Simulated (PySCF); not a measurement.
# As (R-3m) in PySCF: notebook

Aim: see how the results for As move with the level of theory and the settings. Levels: LDA, PBEsol, r2SCAN. Tasks: band structure, series.

Everything below comes from runs of PySCF 2.14.0. Logs are shortened: lines on timing, memory, paths and dates and some standing lists are left out, and cuts for length are marked.

### 1 Starting point

It takes space group R-3m (No. 166, trigonal). The conventional cell has a = 3.762 Å, b = 3.762 Å, c = 10.542 Å, α = 90.00°, β = 90.00°, γ = 120.00°. As (site symmetry 3m) has 3 As at 2.51 Å as nearest neighbours.

### 2 Band structure, LDA

The input, run.py:

```python
import json
import numpy as np
from pyscf.pbc import gto, scf, dft, df
from pyscf.pbc.tools import pyscf_ase
from ase.io import read

atoms = read('As.xyz')
cell = pyscf_ase.cell_from_ase(atoms)
cell.basis = 'DZVP-MOLOPT-SR-GTH-q5'
cell.pseudo = 'GTH-PBE-q5'
cell.ke_cutoff = 50  # hartree
cell.exp_to_discard = 0.02
cell.precision = 1e-08
cell.max_memory = 5880  # MB
cell.verbose = 4
cell.build()

res = {}
kpts = cell.make_kpts([5, 5, 5])
mf = dft.KRKS(cell, kpts, xc='LDA_X,LDA_C_PW')
mf = mf.multigrid_numint()
mf = mf.smearing(sigma=0.00183747, method='fermi')  # hartree
mf.conv_tol = 1e-07
mf.max_cycle = 60

atoms.calc = pyscf_ase.PySCF(method=mf)
print('ASE energy = %.8f eV' % atoms.get_potential_energy())
mf = atoms.calc.method_scan
res.update(converged=bool(mf.converged), e_tot=mf.e_tot, nelec=cell.nelectron, nao=cell.nao, mesh=list(map(int, cell.mesh)), a=cell.lattice_vectors().tolist(), coords=cell.atom_coords().tolist(),
           mo_energy=[np.real(x).tolist() for x in mf.mo_energy], mo_occ=[np.real(x).tolist() for x in mf.mo_occ])
res.update(e_free=mf.e_free, e_zero=mf.e_zero)
res.update(kpts=cell.get_scaled_kpts(kpts).tolist())
res['parts'] = {k: float(np.real(v)) for k, v in mf.scf_summary.items() if np.isscalar(v)}
json.dump(res, open('results.json', 'w'))
if not mf.converged:
    raise SystemExit('SCF not converged')

print('levels (eV)')
for i, kp in enumerate(res['kpts'][:40]):
    print('k %7.4f %7.4f %7.4f  ' % tuple(kp), ' '.join('%.3f' % (x * 27.211386) for x in res['mo_energy'][i][:10]))

# Mulliken populations
dm, s = np.asarray(mf.make_rdm1()), np.asarray(mf.get_ovlp())
sites = cell.aoslice_by_atom()[:, 2:]
tot = np.einsum('kij,kji->i', dm, s).real / len(kpts)
res['mulliken'] = [cell.atom_charge(i) - tot[a0:a1].sum() for i, (a0, a1) in enumerate(sites)]
print('Mulliken charges', np.round(res['mulliken'], 5))

path = pyscf_ase.bandpath(cell, npoints=40)
scaled = path.kpts
e_kn = mf.get_bands(cell.get_abs_kpts(scaled))[0]
res.update(band_k=np.asarray(scaled).tolist(), bands=np.asarray(e_kn).real.tolist())
for kp, e in zip(scaled, np.asarray(e_kn).real):
    print('k %7.4f %7.4f %7.4f  ' % tuple(kp), ' '.join('%8.3f' % (x * 27.211386) for x in e[:11]))
res['done'] = True
json.dump(res, open('results.json', 'w'))
```

The input, As.xyz:

```xyz
2
Lattice="1.8807968987 1.0858785957 3.5140619945 -1.8807968987 1.0858785957 3.5140619945 0.0000000000 -2.1717571915 3.5140619945" Properties=species:S:1:pos:R:3 pbc="T T T"
As     0.0000000000      0.0000000000      2.3825340323
As     0.0000000000     -0.0000000001      8.1596519512
```

Potentials or basis: DZVP-MOLOPT-SR/GTH-PBE (potentials made for PBE).

Started as:

```
$ OMP_NUM_THREADS=4 python -u run.py > log
```

What it wrote:

```text
Discarded 0 diffused primitive functions, 0 contracted functions

PySCF version 2.14.0

[INPUT] verbose = 4
[INPUT] num. atoms = 2
[INPUT] num. electrons = 10
[INPUT] charge = 0
[INPUT] spin (= nelec alpha-beta = 2S) = 0
[INPUT] symmetry False subgroup None
[INPUT] Mole.unit = angstrom
[INPUT] Symbol           X                Y                Z      unit          X                Y                Z       unit  Magmom
[INPUT]  1 As     0.000000000000   0.000000000000   2.382534032300 AA    0.000000000000   0.000000000000   4.502336803503 Bohr   0.0
[INPUT]  2 As     0.000000000000  -0.000000000100   8.159651951200 AA    0.000000000000  -0.000000000189  15.419507459541 Bohr   0.0

nuclear repulsion = -13.2967517672879
number of shells = 6
number of NR pGTOs = 72
number of NR cGTOs = 26
basis = DZVP-MOLOPT-SR-GTH-q5
ecp = {}
lattice vectors  a1 [3.554191034, 2.052013150, 6.640614754]
                 a2 [-3.554191034, 2.052013150, 6.640614754]
                 a3 [0.000000000, -4.104026301, 6.640614754]
dimension = 3
low_dim_ft_type = None
Cell volume = 290.59
exp_to_discard = 0.02
rcut = 24.62167193903601 (nimgs = [5 5 5])
precision = 1e-08
pseudo = GTH-PBE-q5
ke_cutoff = 50
    = [27 27 27] mesh (19683 PWs)
Create scanner for <class 'pyscf.pbc.scf.smearing.SmearingKRKS'>
Set new lattice vectors
[[ 1.8807969   1.0858786   3.51406199]
 [-1.8807969   1.0858786   3.51406199]
 [ 0.         -2.17175719  3.51406199]]
New geometry
   1 As     0.000000000000   0.000000000000   2.382534032300 AA    0.000000000000   0.000000000000   4.502336803503 Bohr
   2 As     0.000000000000  -0.000000000100   8.159651951200 AA    0.000000000000  -0.000000000189  15.419507459541 Bohr
Discarded 0 diffused primitive functions, 0 contracted functions

******** <class 'pyscf.scf.hf.SmearingKRKS_Scanner'> ********
method = SmearingKRKS_Scanner
initial guess = minao
damping factor = 0
level_shift factor = 0
DIIS = <class 'pyscf.scf.diis.CDIIS'>
diis_start_cycle = 1
diis_space = 8
diis_damp = 0
SCF conv_tol = 1e-07
SCF conv_tol_grad = None
SCF max_cycles = 60
direct_scf = True
direct_scf_tol = 1e-13

******** PBC SCF flags ********
N kpts = 125
Exchange divergence treatment (exxdiv) = ewald
    madelung (= occupied orbital energy shift) = 0.08695604167743282
    Total energy shift due to Ewald probe charge = -1/2 * Nelec*madelung = -0.434780208387
Smearing method = fermi
DF object = <pyscf.pbc.df.fft.FFTDF object>
XC functionals = LDA_X,LDA_C_PW
small_rho_cutoff = 0
Uniform grid, mesh = [27 27 27]
Set gradient conv threshold to 0.000316228
nelec by numeric integration = 9.999999999999996
init E= -12.5475042412311
    sigma = 0.00183747  Optimized mu = 0.294084833737  entropy = 0.122107537982
nelec by numeric integration = 10.000000000000005
    Total E(T) = -12.5971944845015  Free energy = -12.5974188534394  E0 = -12.5973066689705
cycle= 1 E= -12.5971944845015  delta_E= -0.0497  |g|= 0.427  |ddm|= 26.2
    sigma = 0.00183747  Optimized mu = 0.283436328478  entropy = 0.110072588613
nelec by numeric integration = 10.000000000000002
    Total E(T) = -12.5979716181004  Free energy = -12.5981738731798  E0 = -12.5980727456401
cycle= 2 E= -12.5979716181004  delta_E= -0.000777  |g|= 0.281  |ddm|= 3.29
    sigma = 0.00183747  Optimized mu = 0.286075754483  entropy = 0.119358123525
nelec by numeric integration = 10.000000000000009
    Total E(T) = -12.5984761628896  Free energy = -12.5986954798608  E0 = -12.5985858213752
cycle= 3 E= -12.5984761628896  delta_E= -0.000505  |g|= 0.0431  |ddm|= 1.46
    sigma = 0.00183747  Optimized mu = 0.286266393651  entropy = 0.118232818934
nelec by numeric integration = 10.000000000000004
    Total E(T) = -12.5984917523932  Free energy = -12.598709001651  E0 = -12.5986003770221
cycle= 4 E= -12.5984917523932  delta_E= -1.56e-05  |g|= 0.00058  |ddm|= 0.227
    sigma = 0.00183747  Optimized mu = 0.286254310715  entropy = 0.118245535681
nelec by numeric integration = 10.000000000000005
    Total E(T) = -12.5984917320338  Free energy = -12.5987090046582  E0 = -12.598600368346
cycle= 5 E= -12.5984917320338  delta_E= 2.04e-08  |g|= 2.89e-05  |ddm|= 0.00388
    sigma = 0.00183747  Optimized mu = 0.286254225896  entropy = 0.118245791873
nelec by numeric integration = 10.000000000000005
    Total E(T) = -12.5984917315713  Free energy = -12.5987090046665  E0 = -12.5986003681189
Extra cycle  E= -12.5984917315713  delta_E= 4.62e-10  |g|= 8.75e-06  |ddm|= 0.000229
converged SCF energy = -12.5984917315713
ASE energy = -342.82242178 eV
levels (eV)
k  0.0000  0.0000  0.0000   -7.404 1.895 5.303 5.684 5.684 9.271 10.627 10.627 15.022 15.022
k  0.0000  0.0000  0.2000   -6.879 0.278 4.959 5.315 5.933 9.270 10.034 10.144 14.148 15.156
k  0.0000  0.0000  0.4000   -5.360 -2.563 4.826 4.871 6.832 7.830 8.361 9.188 16.424 17.450
k  0.0000  0.0000  0.6000   -5.360 -2.563 4.826 4.871 6.832 7.830 8.361 9.188 16.424 17.450
k  0.0000  0.0000  0.8000   -6.879 0.278 4.959 5.315 5.933 9.270 10.034 10.144 14.148 15.156
k -0.0000  0.2000  0.0000   -6.879 0.278 4.959 5.315 5.933 9.270 10.034 10.144 14.148 15.156
[... 32 lines left out ...]
k  0.2000  0.4000  0.6000   -5.007 -2.103 1.945 2.693 6.542 9.249 12.265 12.858 14.767 17.026
k  0.2000  0.4000  0.8000   -4.307 -2.869 1.951 2.894 5.764 9.071 11.996 12.624 14.881 16.670
Mulliken charges [ 0. -0.]
nelec by numeric integration = 10.000000000000005
k  0.0000  0.0000  0.0000     -7.404    1.895    5.303    5.684    5.684    9.271   10.627   10.627   15.022   15.022   16.563
k  0.1000  0.0000  0.0000     -7.279    1.430    5.215    5.571    5.615    9.550   10.385   10.534   14.391   14.749   15.467
k  0.2000  0.0000  0.0000     -6.879    0.278    4.959    5.315    5.933    9.270   10.034   10.144   14.148   15.156   15.236
k  0.3000  0.0000  0.0000     -6.225   -1.153    4.815    5.052    6.379    8.508    9.207    9.602   15.441   15.573   16.503
k  0.4000  0.0000  0.0000     -5.360   -2.563    4.826    4.871    6.832    7.830    8.361    9.188   16.424   17.450   18.483
k  0.5000  0.0000  0.0000     -4.666   -3.449    4.807    4.860    7.304    7.319    7.980    9.038   17.447   18.252   20.013
[... 32 lines left out ...]
k  0.7023  0.2739  0.2739     -4.552   -2.874    2.037    4.126    5.093    9.763   10.727   12.551   14.894   17.805   19.812
k  0.7697  0.3652  0.3652     -4.617   -2.469    1.453    3.894    4.608    9.990   11.581   14.166   14.989   17.785   20.003
```

Run time: 90 s. Hardware: 4 threads of AMD EPYC (Zen 3), shared host; peak memory 1.1 GiB.

Results:

```yaml
Free_energy: -342.8283 eV
Band_gap_along_the_path: none (metal or under the smearing width)
```

Levels at the corners of the path, in eV from the Fermi level:
| point | band 1 | band 2 | band 3 | band 4 | band 5 | band 6 | band 7 | band 8 | band 9 | band 10 |
| --- | --- | --- | --- | --- | --- | --- | --- | --- | --- | --- |
| Γ | -15.19 | -5.89 | -2.49 | -2.11 | -2.11 | 1.48 | 2.84 | 2.84 | 7.23 | 7.23 |
| L | -12.46 | -11.24 | -2.98 | -2.93 | -0.49 | -0.47 | 0.19 | 1.25 | 9.66 | 10.46 |
| B1 | -11.87 | -10.72 | -6.09 | -5.58 | -1.49 | 1.14 | 5.33 | 5.52 | 7.19 | 7.55 |
| B | -11.87 | -10.72 | -6.09 | -5.58 | -1.49 | 1.14 | 5.33 | 5.52 | 7.19 | 7.55 |
| Z | -13.91 | -10.14 | -1.89 | -1.89 | -0.74 | 0.64 | 0.64 | 1.78 | 9.17 | 10.59 |
| Γ | -15.19 | -5.89 | -2.49 | -2.11 | -2.11 | 1.48 | 2.84 | 2.84 | 7.23 | 7.23 |
| X | -11.71 | -10.96 | -6.37 | -3.72 | -3.70 | 3.17 | 3.24 | 5.60 | 6.36 | 9.09 |
| Q | -11.71 | -10.96 | -6.37 | -3.72 | -3.70 | 3.17 | 3.24 | 5.60 | 6.36 | 9.09 |
| F | -12.41 | -9.85 | -6.17 | -4.36 | -4.27 | 1.39 | 5.47 | 7.31 | 7.52 | 10.63 |
| P1 | -12.41 | -10.26 | -6.34 | -3.90 | -3.18 | 2.20 | 3.79 | 6.38 | 7.20 | 10.00 |
| Z | -13.91 | -10.14 | -1.89 | -1.89 | -0.74 | 0.64 | 0.64 | 1.78 | 9.17 | 10.59 |
| L | -12.46 | -11.24 | -2.98 | -2.93 | -0.49 | -0.47 | 0.19 | 1.25 | 9.66 | 10.46 |
| P | -12.41 | -10.26 | -6.34 | -3.90 | -3.18 | 2.20 | 3.79 | 6.38 | 7.20 | 10.00 |

Caveat: the k mesh is coarse (spacing up to 0.40 Å⁻¹), so the values aren't converged; the basis of atomic orbitals isn't converged, which shifts pressures, moduli and gaps.

(Continued in part 2 of 2.)
